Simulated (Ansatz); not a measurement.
ZnS (P6_3mc) from a database of computed structures at its r2SCAN geometry, run in Ansatz at 4 levels of theory. Spin-unpolarised throughout; all numbers are computed.

The LDA input:
```yaml
crystal:
  lattice:
    - [3.8076376105, 0.0, 0.0]
    - [-1.9038188052, 3.2975108991, 0.0]
    - [0.0, 0.0, 12.465901117]
  atoms:
    - { symbol: Zn, position: [0.6666666667, 0.3333333333, 0.7500670996] }
    - { symbol: Zn, position: [0.3333333333, 0.6666666667, 0.2500670996] }
    - { symbol: Zn, position: [0.0, 0.0, 0.5001049786] }
    - { symbol: Zn, position: [0.0, 0.0, 0.0001049786] }
    - { symbol: S, position: [0.6666666667, 0.3333333333, 0.9375878845] }
    - { symbol: S, position: [0.3333333333, 0.6666666667, 0.4375878845] }
    - { symbol: S, position: [0.0, 0.0, 0.6872390373] }
    - { symbol: S, position: [0.0, 0.0, 0.1872390373] }
kpoints:
  mp_grid: { grid: [12, 12, 2] }
  band_path:
    path:
      - [0.0, 0.0, 0.0]
      - [0.5, 0.0, 0.0]
      - [0.3333333333, 0.3333333333, 0.0]
      - [0.0, 0.0, 0.5]
      - [0.5, 0.0, 0.5]
      - [0.3333333333, 0.3333333333, 0.5]
    npoints: 1
hamiltonian:
  xc: lda
scf:
  occupations: { method: fixed }
  n_extra_bands: 6
output:
  forces: true
  stress: true
  eigenvalues: true
```

Main results, then, where recorded, the levels near the gap in eV from the Fermi energy (columns number the bands from 0), one row a point of the path (Γ, M, K, A, L, H):
```
Crystal: 8 atoms, lattice volume = 156.518 Å³
Symmetry: 12 space group operations
Space group: P63mc (ITA 186)
```
```
Basis set: ecut = 420 eV, 3041 PW (Γ)
k-points: 38 of 288
SCF 1 converged in 7 iterations: F = -16469.643171 eV  dr2 = 5.21e-8
Free energy (F): -16469.643171 eV
Fermi energy:    5.624098 eV
--- Forces (eV/Å), atoms counted from 1 ---
  atom   1  Zn      0.00000      0.00000    -0.00603
  atom   2  Zn      0.00000      0.00000    -0.00603
  atom   3  Zn      0.00000      0.00000      0.00239
  atom   4  Zn      0.00000      0.00000      0.00239
  atom   5  S       0.00000      0.00000      0.00481
  atom   6  S       0.00000      0.00000      0.00481
  atom   7  S       0.00000      0.00000    -0.00116
  atom   8  S       0.00000      0.00000    -0.00116
--- Stress (GPa, compression-positive) ---
       -3.979971       0.000000       0.000000
        0.000000      -3.979971       0.000000
        0.000000       0.000000      -3.979413
  P = ⅓ Tr σ = -3.9798 GPa (-39.798 kbar)
```
```tsv
band_31	band_32	band_33	band_34	band_35	band_36	band_37	band_38
-0.474	-0.474	-0.044	0.000	0.000	1.928	2.995	3.201
-1.646	-1.639	-1.623	-1.146	-0.896	3.095	3.139	3.556
-2.562	-2.376	-1.814	-1.814	-1.365	4.340	4.736	4.736
-0.782	-0.149	-0.149	-0.149	-0.149	2.817	2.817	3.120
-2.100	-1.565	-1.565	-1.132	-1.132	3.482	3.482	3.831
-2.831	-1.863	-1.863	-1.656	-1.656	4.163	4.163	5.071
```

LDA gives a direct gap of 1.93 eV at Γ.

Q: In the first input these blocks are replaced (the band path and keys that only write files left aside):
```yaml
kpoints:
  mp_grid: { grid: [6, 6, 2] }
hamiltonian:
  xc: hse06
```
What comes out?

A:
```
Basis set: ecut = 420 eV, 3041 PW (Γ)
k-points: 14 of 72
SCF 1 stopped early in 3 iterations: F = -16890.887591 eV  dr2 = 4.26e-5
Exchange kernel: α = 0.2500, screened, ω = 0.2079 Å⁻¹, Wigner–Seitz truncation, v(0) = 1046.5974 eV·Å³, q-mesh 6×6×2
SCF 2 stopped early in 6 iterations: F = -16893.594837 eV  dr2 = 4.63e-6
hybrid outer 1: dexx = +4.616e-2 eV, tail = 1.55e-4 eV
SCF 3 converged in 6 iterations: F = -16893.592440 eV  dr2 = 1.10e-9
hybrid outer 2: dexx = +3.945e-6 eV, tail = 5.75e-8 eV, Δε = 3.87e-3 eV, ΔF = 6.70e-4 eV/Å
Free energy (F): -16893.592440 eV
Fermi energy:    5.170039 eV
--- Forces (eV/Å), atoms counted from 1 ---
  atom   1  Zn      0.00000      0.00000      0.00513
  atom   2  Zn      0.00000      0.00000      0.00513
  atom   3  Zn      0.00000      0.00000    -0.00642
  atom   4  Zn      0.00000      0.00000    -0.00642
  atom   5  S       0.00000      0.00000    -0.00257
  atom   6  S       0.00000      0.00000    -0.00257
  atom   7  S       0.00000      0.00000      0.00383
  atom   8  S       0.00000      0.00000      0.00383
--- Stress (GPa, compression-positive) ---
        1.633377       0.000000       0.000000
        0.000000       1.633377       0.000000
        0.000000       0.000000       1.546020
  P = ⅓ Tr σ = 1.6043 GPa (16.043 kbar)
```
```tsv
band_31	band_32	band_33	band_34	band_35	band_36	band_37	band_38
-0.490	-0.490	-0.042	0.000	0.000	3.411	4.458	4.684
-1.718	-1.710	-1.693	-1.187	-0.934	4.439	4.463	4.929
-2.692	-2.489	-1.883	-1.883	-1.417	5.786	6.056	6.056
-0.816	-0.154	-0.154	-0.154	-0.154	4.253	4.253	4.596
-2.191	-1.609	-1.609	-1.180	-1.180	4.820	4.820	5.219
-2.980	-1.932	-1.932	-1.728	-1.728	5.476	5.476	6.580
```
HSE06 gives a direct gap of 3.41 eV at Γ. The mean pressure is +1.6 GPa (compression positive), so HSE06 would enlarge the cell's volume. The stress of a hybrid is loosely converged here.

DDH-PBE0. Against the first input these blocks differ (the band path and keys that only write files left aside):
```yaml
crystal:
  host: atoms
kpoints:
  mp_grid: { grid: [6, 6, 2] }
hamiltonian:
  xc:
    exchange: pbe
    correlation: pbe
    exx: { coeff: inverse_dielectric }
```

```
ε∞ on k-mesh 6×6×4 of a primitive cell: xx 5.8702, yy 5.8702, zz 5.9366; 3/Tr ε∞, of that cell with its empty space = 0.16971078747526663
Basis set: ecut = 420 eV, 3041 PW (Γ)
k-points: 14 of 72
SCF 1 stopped early in 3 iterations: F = -16890.887245 eV  dr2 = 4.06e-5
Exchange kernel: α = 0.1697, full range, Wigner–Seitz truncation, v(0) = 17265.3558 eV·Å³, q-mesh 6×6×2
SCF 2 stopped early in 6 iterations: F = -16893.363834 eV  dr2 = 1.19e-6
hybrid outer 1: dexx = +2.007e-2 eV, tail = 3.43e-5 eV
SCF 3 converged in 5 iterations: F = -16893.363130 eV  dr2 = 9.13e-9
hybrid outer 2: dexx = +8.067e-7 eV, tail = 2.91e-8 eV, Δε = 2.07e-3 eV, ΔF = 2.73e-4 eV/Å
Free energy (F): -16893.363130 eV
Fermi energy:    5.161319 eV
--- Forces (eV/Å), atoms counted from 1 ---
  atom   1  Zn      0.00000      0.00000      0.00392
  atom   2  Zn      0.00000      0.00000      0.00392
  atom   3  Zn      0.00000      0.00000    -0.00277
  atom   4  Zn      0.00000      0.00000    -0.00277
  atom   5  S       0.00000      0.00000    -0.00291
  atom   6  S       0.00000      0.00000    -0.00291
  atom   7  S       0.00000      0.00000      0.00175
  atom   8  S       0.00000      0.00000      0.00175
--- Stress (GPa, compression-positive) ---
        1.665652       0.000000       0.000000
        0.000000       1.665652       0.000000
        0.000000       0.000000       1.598304
  P = ⅓ Tr σ = 1.6432 GPa (16.432 kbar)
```
```tsv
band_31	band_32	band_33	band_34	band_35	band_36	band_37	band_38
-0.490	-0.490	-0.040	0.000	0.000	3.455	4.521	4.739
-1.708	-1.699	-1.681	-1.182	-0.930	4.559	4.560	5.022
-2.668	-2.470	-1.874	-1.874	-1.410	5.860	6.175	6.175
-0.812	-0.154	-0.154	-0.154	-0.154	4.313	4.313	4.655
-2.176	-1.604	-1.604	-1.174	-1.174	4.931	4.931	5.308
-2.953	-1.923	-1.923	-1.717	-1.717	5.592	5.592	6.635
```

DDH-PBE0 gives a direct gap of 3.45 eV at Γ. The mean pressure is +1.6 GPa (compression positive), so DDH-PBE0 would enlarge the cell's volume. The stress of a hybrid is loosely converged here.

Q: Another run on the same cell gave
```
Basis set: ecut = 420 eV, 3041 PW (Γ)
k-points: 14 of 72
SCF 1 stopped early in 3 iterations: F = -16890.887521 eV  dr2 = 4.10e-5
SCF 2 stopped early in 6 iterations: F = -16894.663443 eV  dr2 = 9.85e-6
hybrid outer 1: dexx = +6.167e-2 eV, tail = 1.64e-4 eV
SCF 3 converged in 6 iterations: F = -16894.661237 eV  dr2 = 9.79e-10
hybrid outer 2: dexx = +3.810e-6 eV, tail = 7.03e-8 eV, Δε = 3.80e-3 eV, ΔF = 6.39e-4 eV/Å
Free energy (F): -16894.661237 eV
Fermi energy:    4.802030 eV
--- Forces (eV/Å), atoms counted from 1 ---
  atom   1  Zn      0.00000      0.00000      0.00485
  atom   2  Zn      0.00000      0.00000      0.00485
  atom   3  Zn      0.00000      0.00000    -0.00578
  atom   4  Zn      0.00000      0.00000    -0.00578
  atom   5  S       0.00000      0.00000    -0.00300
  atom   6  S       0.00000      0.00000    -0.00300
  atom   7  S       0.00000      0.00000      0.00392
  atom   8  S       0.00000      0.00000      0.00392
--- Stress (GPa, compression-positive) ---
        1.400714       0.000000       0.000000
        0.000000       1.400714       0.000000
        0.000000       0.000000       1.317059
  P = ⅓ Tr σ = 1.3728 GPa (13.728 kbar)
```
```tsv
band_31	band_32	band_33	band_34	band_35	band_36	band_37	band_38
-0.500	-0.500	-0.040	0.000	0.000	4.076	5.156	5.380
-1.743	-1.733	-1.715	-1.204	-0.948	5.134	5.158	5.634
-2.736	-2.528	-1.910	-1.910	-1.435	6.500	6.767	6.767
-0.828	-0.157	-0.157	-0.157	-0.157	4.936	4.936	5.293
-2.220	-1.634	-1.634	-1.197	-1.197	5.521	5.521	5.925
-3.030	-1.960	-1.960	-1.753	-1.753	6.179	6.179	7.307
```
Which level of theory and mesh gave it?

A: It is PBE0, judged by the exchange loop and the size of the gap (a near hybrid could fit too), on 6×6×2; the blocks that differ from the first input, but for the band path:
```yaml
kpoints:
  mp_grid: { grid: [6, 6, 2] }
hamiltonian:
  xc: pbe0
```
PBE0 gives a direct gap of 4.08 eV at Γ. The mean pressure is +1.4 GPa (compression positive), so PBE0 would enlarge the cell's volume. (The program warns that its thresholds are loose for a hybrid's stress.)

Small level splittings and stresses of the hybrids carry the error of their coarser meshes.

Totals of different functionals can't be compared.

The meshes of the hybrids are coarse, so their gaps aren't converged to the digits shown.
